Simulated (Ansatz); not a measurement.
**BaS (P6_3/mmc, relaxed from the wurtzite prototype): maximally localised Wannier functions**

Where do the localised orbitals of BaS (P6_3/mmc, relaxed from the wurtzite prototype) sit, how far are they spread, and how do the settings change that? Plan: PBE, anion s p, 6×6×4; PBE, anion s p, 6×6×2; PBE, anion p, 6×6×4; PBE, cation s and anion p, disentangled, 6×6×4; r2SCAN, anion s p, 6×6×4; r2SCAN, anion p, 6×6×4; r2SCAN, cation s and anion p, disentangled, 6×6×4; HSE06, anion s p, 6×6×4; HSE06, anion p, 6×6×4 (level, trial orbitals, Wannier mesh).

Method: plane waves, PAW, in Ansatz 0.2.0.

1 further run of the same task is left out (it didn't finish). Runs told in other sessions of the task aren't counted.

### 1 The structure to begin with

It takes space group P6_3/mmc (No. 194, hexagonal). The conventional cell has a = 5.382 Å, b = 5.382 Å, c = 6.383 Å, α = 90.00°, β = 90.00°, γ = 120.00°. Around Ba (site symmetry -6m2) lie 5 S at 3.11 to 3.19 Å. S (site symmetry -6m2) is surrounded by 5 Ba at 3.11 to 3.19 Å.

Coordinates:

```cif
data_structure
_symmetry_space_group_name_H-M 'P 1'
_symmetry_Int_Tables_number 1
_cell_length_a 5.3819
_cell_length_b 5.3819
_cell_length_c 6.3833
_cell_angle_alpha 90.000
_cell_angle_beta 90.000
_cell_angle_gamma 120.000
_cell_volume 160.12
loop_
_atom_site_label
_atom_site_type_symbol
_atom_site_fract_x
_atom_site_fract_y
_atom_site_fract_z
_atom_site_occupancy
Ba1 Ba 0.33333 0.66667 0.93750 1
Ba2 Ba 0.66667 0.33333 0.43750 1
S1 S 0.33333 0.66667 0.43750 1
S2 S 0.66667 0.33333 0.93750 1
```

The cell was relaxed beforehand with r2SCAN; those runs aren't shown. No run includes spin-orbit coupling, which matters for Ba.

### 2 PBE, anion s p, 6×6×4

Contents of input.yaml:

```yaml
crystal:
  lattice:
    - [5.3818569276, 0.0, 0.0]
    - [-2.6909284638, 4.6608248189, 0.0]
    - [0.0, 0.0, 6.3833272721]
  atoms:
    - { symbol: Ba, position: [0.3333333333, 0.6666666667, -0.0625] }
    - { symbol: Ba, position: [0.6666666667, 0.3333333333, 0.4375] }
    - { symbol: S, position: [0.3333333333, 0.6666666667, 0.4375] }
    - { symbol: S, position: [0.6666666667, 0.3333333333, 0.9375] }
kpoints:
  mp_grid: { grid: [6, 6, 4] }
  band_path:
    path:
      - [[0.0, 0.0, 0.0], [0.5, -1.146480915079e-17, 0.0], [0.3333333333333, 0.3333333333333, 0.0], [0.0, 0.0, 0.0], [0.0, 0.0, 0.5], [0.5, -1.146480915079e-17, 0.5], [0.3333333333333, 0.3333333333333, 0.5], [0.0, 0.0, 0.5]]
      - [[0.5, -1.146480915079e-17, 0.5], [0.5, -1.146480915079e-17, 0.0]]
      - [[0.3333333333333, 0.3333333333333, 0.5], [0.3333333333333, 0.3333333333333, 0.0]]
    npoints: 10
hamiltonian:
  xc: pbe
scf:
  occupations: { method: fixed }
  n_extra_bands: 6
output:
  forces: false
  stress: false
  eigenvalues: true
  wannier:
    kmesh: [6, 6, 4]
    projections: [{ species: S, l: s, shell: 3 }, { species: S, l: p, shell: 3 }]
    minimise: true
    write_hr: true
    conv_tol: 1.0e-08
    max_iter: 3000
```

Command:

```bash
> ansatz run input.yaml --threads 4 --pin off --max-ram 3686MiB --backend cpu --events-out ev --progress --plain --runs-dir out
```

Further steps of the session: PBE, anion s p, 6×6×2; PBE, anion p, 6×6×4; PBE, cation s and anion p, disentangled, 6×6×4; r2SCAN, anion s p, 6×6×4; r2SCAN, anion p, 6×6×4; r2SCAN, cation s and anion p, disentangled, 6×6×4; HSE06, anion s p, 6×6×4; HSE06, anion p, 6×6×4.

**Question.** What will the summary of the whole plan be? Wanted: total spread, PBE, anion s p, 6×6×4; total spread, PBE, anion s p, 6×6×2; total spread, PBE, anion p, 6×6×4; total spread, PBE, cation s and anion p, disentangled, 6×6×4; total spread, r2SCAN, anion s p, 6×6×4; total spread, r2SCAN, anion p, 6×6×4; total spread, r2SCAN, cation s and anion p, disentangled, 6×6×4; total spread, HSE06, anion s p, 6×6×4; total spread, HSE06, anion p, 6×6×4.

**Answer**, as computed:

| quantity | value |
| --- | --- |
| total spread, PBE, anion s p, 6×6×4 | 20.23 Å² over 8 functions |
| total spread, PBE, anion s p, 6×6×2 | 19.12 Å² over 8 functions |
| total spread, PBE, anion p, 6×6×4 | 15.22 Å² over 6 functions |
| total spread, PBE, cation s and anion p, disentangled, 6×6×4 | 27.08 Å² over 8 functions |
| total spread, r2SCAN, anion s p, 6×6×4 | 20.46 Å² over 8 functions |
| total spread, r2SCAN, anion p, 6×6×4 | 14.81 Å² over 6 functions |
| total spread, r2SCAN, cation s and anion p, disentangled, 6×6×4 | 25.76 Å² over 8 functions |
| total spread, HSE06, anion s p, 6×6×4 | 21.49 Å² over 8 functions |
| total spread, HSE06, anion p, 6×6×4 | 14.69 Å² over 6 functions |
| centres of the first set | 0.49 to 0.55 Å from the nearest atom |

In words: With PBE, anion s p, 6×6×4 the 8 functions move off the atoms, with a mean spread of 2.53 Å²; 90 % of the total is gauge invariant. On one set and mesh the functional gives 20.23 (PBE), 20.46 (r2SCAN), 21.49 (HSE06) Å². The disentangled models miss some band by up to 1.2 eV, which may lie outside their frozen windows.
